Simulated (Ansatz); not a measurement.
# MnO: pressure against volume

How stiff is MnO, and at what volume does the pressure vanish? The cell is scaled evenly, atoms carried along, and solved with LAPW, PAW and all-electron datasets made for the crystal.

Program: Ansatz 0.2.0. Level of theory: DFT PBE, scalar-relativistic. These are calculated values, not measurements.

### Step 1. The starting structure

It takes space group Fm-3m (No. 225, cubic). Conventional cell: a = 4.444 Å, b = 4.444 Å, c = 4.444 Å, α = 90.00°, β = 90.00°, γ = 90.00°. Around Mn (site symmetry m-3m) lie 6 O at 2.22 Å. Around O (site symmetry m-3m) lie 6 Mn at 2.22 Å.

Structure file:

```cif
data_structure
_symmetry_space_group_name_H-M 'Fm-3m'
_symmetry_Int_Tables_number 225
_cell_length_a 4.4440
_cell_length_b 4.4440
_cell_length_c 4.4440
_cell_angle_alpha 90.000
_cell_angle_beta 90.000
_cell_angle_gamma 90.000
_cell_volume 87.77
loop_
_atom_site_label
_atom_site_type_symbol
_atom_site_symmetry_multiplicity
_atom_site_Wyckoff_symbol
_atom_site_fract_x
_atom_site_fract_y
_atom_site_fract_z
_atom_site_occupancy
Mn1 Mn 4 a 0.00000 0.00000 0.00000 1
O1 O 4 b 0.50000 0.00000 0.00000 1
```

The file gives the conventional cell by its symmetry; the runs use the cell typed in the input.

Structure: COD 1514105, as refined from experiment and not relaxed.

Atoms are numbered in the order of the input: Mn1, O2.

### Step 2. Volume × 0.9405, LAPW

Input file input.yaml:

```yaml
crystal:
  lattice:
    - [0.0, 2.1770261943, 2.1770261943]
    - [2.1770261943, 0.0, 2.1770261943]
    - [2.1770261943, 2.1770261943, 0.0]
  atoms:
    - { symbol: Mn, position: [0.0, 0.0, 0.0], spin: 4.0 }
    - { symbol: O, position: [0.5, 0.5, 0.5] }
magnetization:
  spin_polarized: true
kpoints:
  mp_grid: { grid: [16, 16, 16] }
scf:
  occupations: { method: fermi_dirac, width: 0.05 }
hamiltonian:
  xc: pbe
  pseudopotentials: { kind: all_electron, lapw: { basis_error: 0.00025 } }
output:
  forces: true
  stress: true
  eigenvalues: true
```

### Step 3. Volume × 0.9405, PAW

Edit input.yaml of step 2 so:

```diff
@@ -16,3 +16,3 @@
   xc: pbe
-  pseudopotentials: { kind: all_electron, lapw: { basis_error: 0.00025 } }
+  pseudopotentials: { kind: paw }
 output:
@@ -21 +21,2 @@
   eigenvalues: true
+  efg: { contact_densities: true }
```

### Step 4. Volume × 0.9405, crystal datasets

Edit input.yaml of step 3 so:

```diff
@@ -16,3 +16,3 @@
   xc: pbe
-  pseudopotentials: { kind: paw }
+  pseudopotentials: { kind: all_electron, datasets: crystal }
 output:
```

### Step 5. Volume × 0.97, LAPW

Input file input.yaml:

```yaml
crystal:
  lattice:
    - [0.0, 2.1995540209, 2.1995540209]
    - [2.1995540209, 0.0, 2.1995540209]
    - [2.1995540209, 2.1995540209, 0.0]
  atoms:
    - { symbol: Mn, position: [0.0, 0.0, 0.0], spin: 4.0 }
    - { symbol: O, position: [0.5, 0.5, 0.5] }
magnetization:
  spin_polarized: true
kpoints:
  mp_grid: { grid: [16, 16, 16] }
scf:
  occupations: { method: fermi_dirac, width: 0.05 }
hamiltonian:
  xc: pbe
  pseudopotentials: { kind: all_electron, lapw: { basis_error: 0.00025 } }
output:
  forces: true
  stress: true
  eigenvalues: true
```

### Step 6. Volume × 0.97, PAW

Edit input.yaml of step 5 so:

```diff
@@ -16,3 +16,3 @@
   xc: pbe
-  pseudopotentials: { kind: all_electron, lapw: { basis_error: 0.00025 } }
+  pseudopotentials: { kind: paw }
 output:
@@ -21 +21,2 @@
   eigenvalues: true
+  efg: { contact_densities: true }
```

### Step 7. Volume × 1.03, LAPW

Input file input.yaml:

```yaml
crystal:
  lattice:
    - [0.0, 2.2440014309, 2.2440014309]
    - [2.2440014309, 0.0, 2.2440014309]
    - [2.2440014309, 2.2440014309, 0.0]
  atoms:
    - { symbol: Mn, position: [0.0, 0.0, 0.0], spin: 4.0 }
    - { symbol: O, position: [0.5, 0.5, 0.5] }
magnetization:
  spin_polarized: true
kpoints:
  mp_grid: { grid: [16, 16, 16] }
scf:
  occupations: { method: fermi_dirac, width: 0.05 }
hamiltonian:
  xc: pbe
  pseudopotentials: { kind: all_electron, lapw: { basis_error: 0.00025 } }
output:
  forces: true
  stress: true
  eigenvalues: true
```

### Step 8. Volume × 1.03, PAW

Edit input.yaml of step 7 so:

```diff
@@ -16,3 +16,3 @@
   xc: pbe
-  pseudopotentials: { kind: all_electron, lapw: { basis_error: 0.00025 } }
+  pseudopotentials: { kind: paw }
 output:
@@ -21 +21,2 @@
   eigenvalues: true
+  efg: { contact_densities: true }
```

### Step 9. Volume × 1.06, LAPW

Input file input.yaml:

```yaml
crystal:
  lattice:
    - [0.0, 2.2655796914, 2.2655796914]
    - [2.2655796914, 0.0, 2.2655796914]
    - [2.2655796914, 2.2655796914, 0.0]
  atoms:
    - { symbol: Mn, position: [0.0, 0.0, 0.0], spin: 4.0 }
    - { symbol: O, position: [0.5, 0.5, 0.5] }
magnetization:
  spin_polarized: true
kpoints:
  mp_grid: { grid: [16, 16, 16] }
scf:
  occupations: { method: fermi_dirac, width: 0.05 }
hamiltonian:
  xc: pbe
  pseudopotentials: { kind: all_electron, lapw: { basis_error: 0.00025 } }
output:
  forces: true
  stress: true
  eigenvalues: true
```

### Step 10. Volume × 1.06, PAW

Edit input.yaml of step 9 so:

```diff
@@ -16,3 +16,3 @@
   xc: pbe
-  pseudopotentials: { kind: all_electron, lapw: { basis_error: 0.00025 } }
+  pseudopotentials: { kind: paw }
 output:
@@ -21 +21,2 @@
   eigenvalues: true
+  efg: { contact_densities: true }
```

### Step 11. Volume × 1.06, crystal datasets

Edit input.yaml of step 10 so:

```diff
@@ -16,3 +16,3 @@
   xc: pbe
-  pseudopotentials: { kind: paw }
+  pseudopotentials: { kind: all_electron, datasets: crystal }
 output:
```

(Steps that only read results are left out.)

Q: Predict the outcome of this session. Wanted: equilibrium volume; bulk modulus (for each run or level that gives them).

The runs gave:

| quantity | value |
| --- | --- |
| equilibrium volume (LAPW) | 10.951 Å³/atom |
| bulk modulus (LAPW) | 109 GPa |
| its pressure derivative (LAPW) | 3.0 |
| equilibrium volume (PAW) | 10.950 Å³/atom |
| bulk modulus (PAW) | 109 GPa |
| its pressure derivative (PAW) | 3.0 |

By LAPW, the pressure vanishes at 10.95 Å³/atom (-0.2 % from the starting cell) and the bulk modulus there is 109 GPa (Birch-Murnaghan, third order). PAW's volume lies -0.02 % and its modulus less than 0.1 % from LAPW's. The moment on Mn1 goes from 4.16 to 4.43 μB as the cell expands. No thermal or zero-point expansion is included. Other magnetic orders may lie lower; this is the state that the run reached. With one magnetic atom in the cell only ferromagnetic order fits; the real order can differ. No U acts on the open 3d shell, so the metal found here may be the functional's error.
